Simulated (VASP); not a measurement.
# Cu (Fm-3m) in VASP: further runs

One crystal, Cu, is run at these levels: PBE; tasks: relaxation of cell and atoms, vibrations by finite differences.

Everything below comes from runs of VASP 6.6.1. Logs are shortened: lines on timing, memory, paths and dates and some standing lists are left out, and cuts for length are marked.

### 1 The structure

It takes space group Fm-3m (No. 225, cubic). Conventional cell: a = 3.615 Å, b = 3.615 Å, c = 3.615 Å, α = 90.00°, β = 90.00°, γ = 90.00°. Cu (site symmetry m-3m) has 12 Cu at 2.56 Å as nearest neighbours.

### 2 Relaxation of cell and atoms, PBE

INCAR

```
SYSTEM = Cu
PREC = Accurate
ENCUT = 520
EDIFF = 1E-7
ISMEAR = 0
SIGMA = 0.1
LREAL = .False.
LASPH = .True.
NELM = 80
ALGO = Normal
ISIF = 3
LWAVE = .False.
LCHARG = .False.
GGA = PE
IBRION = 2
NSW = 80
EDIFFG = -0.002
```

KPOINTS

```
Automatic mesh
0
Gamma
  28 28 28
  0 0 0
```

POSCAR

```
Cu
1.0
    0.0000000000      1.8075000000      1.8075000000
    1.8075000000      0.0000000000      1.8075000000
    1.8075000000      1.8075000000      0.0000000000
Cu
1
Direct
    0.0000000000      0.0000000000      0.0000000000
```

Potentials or basis: VASP PAW PBE potentials, release 64 (Cu).

Run with:

```sh
cat potpaw_PBE.64/Cu/POTCAR > POTCAR
mpirun -np 1 vasp_std > vasp.out
```

OUTCAR:

```text
SYSTEM = Cu
   PREC = Accurate
   ENCUT = 520
   EDIFF = 1E-7
   ISMEAR = 0
   LREAL = .False.
   LASPH = .True.
   NELM = 80
   ISIF = 3
   GGA = PE
   IBRION = 2
   NSW = 80
   EDIFFG = -0.002

 ion  position               nearest neighbor table
   1  0.000  0.000  0.000-

  LATTYP: Found a face centered cubic cell.
 ALAT       =     3.6150000000

  Lattice vectors:

 A1 = (   0.0000000000,   1.8075000000,   1.8075000000)
 A2 = (   1.8075000000,   0.0000000000,   1.8075000000)
 A3 = (   1.8075000000,   1.8075000000,   0.0000000000)

Analysis of symmetry for initial positions (statically):
=====================================================================
 Subroutine PRICEL returns:
 Original cell was already a primitive cell.

 Routine SETGRP: Setting up the symmetry group for a
 face centered cubic supercell.

 Subroutine GETGRP returns: Found 48 space group operations
 (whereof 48 operations were pure point group operations)
 out of a pool of 48 trial point group operations.

The static configuration has the point symmetry O_h .

Analysis of symmetry for dynamics (positions and initial velocities):
=====================================================================
 Subroutine PRICEL returns:
 Original cell was already a primitive cell.

 Routine SETGRP: Setting up the symmetry group for a
 face centered cubic supercell.

 Subroutine GETGRP returns: Found 48 space group operations
 (whereof 48 operations were pure point group operations)
 out of a pool of 48 trial point group operations.

The dynamic configuration has the point symmetry O_h .

 Subroutine INISYM returns: Found 48 space group operations
 (whereof 48 operations are pure point group operations),
 and found     1 'primitive' translations

----------------------------------------------------------------------------------------

                                     Primitive cell

  volume of cell :      11.8104

  direct lattice vectors                    reciprocal lattice vectors
     0.000000000  1.807500000  1.807500000    -0.276625173  0.276625173  0.276625173
     1.807500000  0.000000000  1.807500000     0.276625173 -0.276625173  0.276625173
     1.807500000  1.807500000  0.000000000     0.276625173  0.276625173 -0.276625173

  length of vectors
[... 96 lines left out ...]
   EFERMI_NEDOS =   21; number of points for ismear=-14 and -15
   IALGO  =     38    algorithm
   IMIX   =      4    mixing-type and parameters
     AMIX     =   0.40;   BMIX     =  1.00
     AMIX_MAG =   1.60;   BMIX_MAG =  1.00
  volume/ion in A,a.u.               =      11.81        79.70
  Fermi-wavevector in a.u.,A,eV,Ry     =   1.598763  3.021224 34.777078  2.556043
  Thomas-Fermi vector in A             =   2.696162
   LORBIT       =      0    0 simple, 1 ext, 2 COOP (PROOUT), +10 PAW based schemes
   GGA     = PE    functional components
   LHFCALC =     F    Hartree Fock is set to
   AEXX    =    0.0000 exact exchange contribution
   IVDW    =     0    specifies the selected vdW correction
   LEPSILON=     F    determine dielectric tensor
   LRPA    =     F    only Hartree local field effects (RPA)
 conjugate gradient relaxation of ions
 non-spin polarized calculation
 Gauss-broadening in eV      SIGMA  =   0.10
  energy-cutoff  :      520.00
  volume of cell :       11.81
 maximum number of plane-waves:       332
   NGX =  9   NGY =  9   NGZ =  9

--------------------------------------- Ionic step        1  -------------------------------------------

 number of electron      11.0000001 magnetization

 Free energy of the ion-electron system (eV)
  ---------------------------------------------------
  ext. energy  EPLUGINS =         0.00000000
  ---------------------------------------------------
  free energy    TOTEN  =        -3.72769279 eV

  energy without entropy =       -3.72651535  energy(sigma->0) =       -3.72710407

------------------------ aborting loop because EDIFF is reached ----------------------------------------

  FORCE on cell =-STRESS in cart. coord.  units (eV):
  Direction    XX          YY          ZZ          XY          YZ          ZX
  --------------------------------------------------------------------------------------
  -------------------------------------------------------------------------------------
  Total        0.1669078      0.1669078      0.1669078      0.0000000     -0.0000000      0.0000000
  in kB       22.6423935     22.6423935     22.6423935      0.0000000     -0.0000000      0.0000000
  external PRESSURE =      22.6423935 kB  Pullay stress =       0.0000000 kB
[... 57 lines left out ...]
--------------------------------------- Ionic step        3  -------------------------------------------

 number of electron      10.9999996 magnetization

 Free energy of the ion-electron system (eV)
  ---------------------------------------------------
  ext. energy  EPLUGINS =         0.00000000
  ---------------------------------------------------
  free energy    TOTEN  =        -3.72896072 eV

  energy without entropy =       -3.72775531  energy(sigma->0) =       -3.72835802

 E-fermi :   7.4140     XC(G=0): -12.6369

 val. band max:        7.4104619823   @ k =   0.5000   0.2857   0.1071
 cond. band min:       7.4652486657   @ k =   0.5000   0.3571   0.1429
 fundamental gap:      0.0547866834
 Fermi energy:         7.4140408793

 k-point     1 :       0.0000    0.0000    0.0000
  band No.  band energies     occupation
      1      -1.8384      2.00000
      2       4.4149      2.00000
      3       4.4149      2.00000
      4       4.4149      2.00000
      5       5.2173      2.00000
      6       5.2173      2.00000
      7      29.8672      0.00000
      8      32.3922      0.00000
      9      32.3922      0.00000
[... 265 lines left out ...]
 k-point    24 :       0.3214    0.0357    0.0000
  band No.  band energies     occupation
      1       1.2007      2.00000
      2       4.2549      2.00000
      3       4.5084      2.00000
      4       4.5351      2.00000
      5       5.4239      2.00000
      6       5.5030      2.00000
      7      16.9785      0.00000
      8      28.5428      0.00000
      9      28.7833      0.00000

 [... further k-points ...]

------------------------ aborting loop because EDIFF is reached ----------------------------------------

  FORCE on cell =-STRESS in cart. coord.  units (eV):
  Direction    XX          YY          ZZ          XY          YZ          ZX
  --------------------------------------------------------------------------------------
  -------------------------------------------------------------------------------------
  Total        0.0014503      0.0014503      0.0014503      0.0000000      0.0000000      0.0000000
  in kB        0.1937375      0.1937375      0.1937375      0.0000000      0.0000000      0.0000000
  external PRESSURE =       0.1937375 kB  Pullay stress =       0.0000000 kB
[... 16 lines left out ...]
  FREE ENERGIE OF THE ION-ELECTRON SYSTEM (eV)
  ---------------------------------------------------
  free  energy   TOTEN  =        -3.7289607167 eV

  energy  without entropy=       -3.7277553147  energy(sigma->0) =       -3.72835802

 reached required accuracy - stopping structural energy minimisation
```

OSZICAR:

```text
N       E                     dE             d eps       ncg     rms          rms(c)
DAV:   1     0.359681744799E+02    0.35968E+02   -0.57330E+03 11578   0.204E+03
[... 23 lines left out ...]
DAV:   1    -0.374737669104E+01   -0.18806E-01   -0.35110E-01 11805   0.151E+01    0.113E+00
DAV:   2    -0.373592993011E+01    0.11447E-01   -0.30079E-01 11771   0.124E+01    0.486E-01
DAV:   3    -0.372943402602E+01    0.64959E-02   -0.49824E-02 11635   0.517E+00    0.155E-01
DAV:   4    -0.372896258012E+01    0.47145E-03   -0.52833E-04 14726   0.273E-01    0.289E-03
DAV:   5    -0.372896211444E+01    0.46568E-06   -0.70147E-06 14706   0.515E-02    0.543E-03
DAV:   6    -0.372896062991E+01    0.14845E-05   -0.13889E-06 12015   0.232E-02    0.435E-04
DAV:   7    -0.372896071665E+01   -0.86737E-07   -0.79312E-09  6189   0.184E-03
   3 F= -.37289607E+01 E0= -.37283580E+01  d E =-.126793E-02
```

CONTCAR:

```text
Cu
   1.00000000000000
     0.0000000000000000    1.8167896838774034    1.8167896838774034
     1.8167896838774034   -0.0000000000000000    1.8167896838774034
     1.8167896838774034    1.8167896838774034    0.0000000000000000
  Cu
     1
Direct
     0.0000000000000000    0.0000000000000000    0.0000000000000000

  0.00000000E+00  0.00000000E+00  0.00000000E+00
```

It took 53 s on 1 thread of Intel Xeon 6975P-C (Granite Rapids), shared host; peak memory 0.19 GiB.

What came out:

| Item | Value |
| --- | --- |
| Free energy | -3.7290 eV |
| Relaxed volume | 11.99 Å³/atom |
| Relaxed cell | a = 2.569 Å, b = 2.569 Å, c = 2.569 Å, α = 60.00°, β = 60.00°, γ = 60.00° |
| Space group after relaxing (to 0.05 Å) | Fm-3m (No. 225) |
| Energy gained by relaxing | 1.3 meV/atom |
| Ionic steps | 3 |
| Pressure after relaxing | 0.0 GPa |
| Band gap on the k mesh | none (metal or under the smearing width) |

Step by step:
```csv
step,energy change (eV),largest force (eV/Å),pressure (GPa),volume (Å³)
1,0.0000,0.0000,2.26,11.81
2,-0.0009,0.0000,-1.19,12.10
3,-0.0013,0.0000,0.02,11.99
```

Final structure:
```yaml
crystal:
  lattice:
    - [0.00000, 1.81679, 1.81679]
    - [1.81679, 0.00000, 1.81679]
    - [1.81679, 1.81679, 0.00000]
  atoms:
    - { symbol: Cu, position: [0.00000, 0.00000, 0.00000] }
```

### 3 Relaxation of cell and atoms, PBE

This run uses another cell than the first one, of 11.99 Å³/atom, 1.015 times its volume.

INCAR is that of step 2.

KPOINTS is that of step 2.

POSCAR

```
Cu                                      
1.0
    0.0000000000      1.8167896839      1.8167896839
    1.8167896839     -0.0000000000      1.8167896839
    1.8167896839      1.8167896839      0.0000000000
  Cu            
     1
Direct
     0.0000000000000000    0.0000000000000000    0.0000000000000000
```

Potentials or basis: VASP PAW PBE potentials, release 64 (Cu).

Run with:

```sh
cat potpaw_PBE.64/Cu/POTCAR > POTCAR
mpirun -np 1 vasp_std > vasp.out
```

It took 34 s on 1 thread of Intel Xeon 6975P-C (Granite Rapids), shared host; peak memory 0.19 GiB.

The run converged. Its results:

```
Free energy                            : -3.7291 eV
Relaxed volume                         : 12.00 Å³/atom
Relaxed cell                           : a = 2.570 Å, b = 2.570 Å, c = 2.570 Å, α = 60.00°, β = 60.00°, γ = 60.00°
Space group after relaxing (to 0.05 Å) : Fm-3m (No. 225)
Energy gained by relaxing              : 0.0 meV/atom
Ionic steps                            : 2
Pressure after relaxing                : 0.0 GPa
Band gap on the k mesh                 : none (metal or under the smearing width)
```

Final structure:
```xyz
1
Lattice="0.0000 1.8171 1.8171 1.8171 0.0000 1.8171 1.8171 1.8171 0.0000" Properties=species:S:1:pos:R:3 pbc="T T T"
Cu    1.8171    1.8171    0.0000
```

Levels at points of the mesh, in eV from the Fermi level:
```
           k point  band 4  band 5  band 6  band 7  band 8  band 9
(0.00, 0.00, 0.00)   -3.00   -2.20   -2.20   22.45   24.97   24.97
(0.50, 0.00, 0.00)   -1.64   -1.64   -0.97    3.66   20.95   21.81
(0.50, 0.50, 0.00)   -1.50   -1.50    1.49    6.98   12.94   12.94
```

### 4 Vibrations by finite differences, PBE

This run uses another cell than the first one, of 12.00 Å³/atom, 1.016 times its volume.

INCAR

```
ALGO     = Normal         # electronic algorithm
EDIFF    = 1E-8           # SCF threshold, eV
ENCUT    = 520            # plane-wave cutoff, eV
GGA      = PE             # functional
IBRION   = 6              # ionic algorithm
ISIF     = 3              # what is computed and relaxed
ISMEAR   = 0              # smearing method
LASPH    = T              # aspherical terms in the spheres
LCHARG   = F              # write CHGCAR
LREAL    = F              # projectors in reciprocal space
LWAVE    = F              # write WAVECAR
NELM     = 80             # most SCF steps
NFREE    = 2            
NSW      = 1              # ionic steps
POTIM    = 0.015          # step
PREC     = Accurate       # precision mode
SIGMA    = 0.1            # smearing width, eV
```

KPOINTS

```
k-points
0
Gamma
  28 28 28
```

POSCAR

```
Cu                                      
1.0
   -0.0000000000      1.8171121436      1.8171121436
    1.8171121436     -0.0000000000      1.8171121436
    1.8171121436      1.8171121436     -0.0000000000
  Cu            
     1
Direct
     0.0000000000000000    0.0000000000000000    1.0000000000000000
```

Run with:

```sh
cat potpaw_PBE.64/Cu/POTCAR > POTCAR
mpirun -np 1 vasp_std > vasp.out
```

It took 22 min on 1 thread of Intel Xeon 6975P-C (Granite Rapids), shared host; peak memory 1.2 GiB.

Results (log left out):

| Property | Result |
| --- | --- |
| Elastic constants C11, C12, C44 | 182, 119, 85 GPa |
| Voigt bulk modulus | 140 GPa |

Elastic tensor in Voigt notation (GPa, in the Cartesian axes of the cell as first typed):
```
182 119 119   0   0   0
119 182 119   0   0   0
119 119 182   0   0   0
  0   0   0  85   0   0
  0   0   0   0  85   0
  0   0   0   0   0  85
```

Clamped-ion elastic tensor (GPa):
```
182 119 119   0   0   0
119 182 119   0   0   0
119 119 182   0   0   0
  0   0   0  85   0   0
  0   0   0   0  85   0
  0   0   0   0   0  85
```
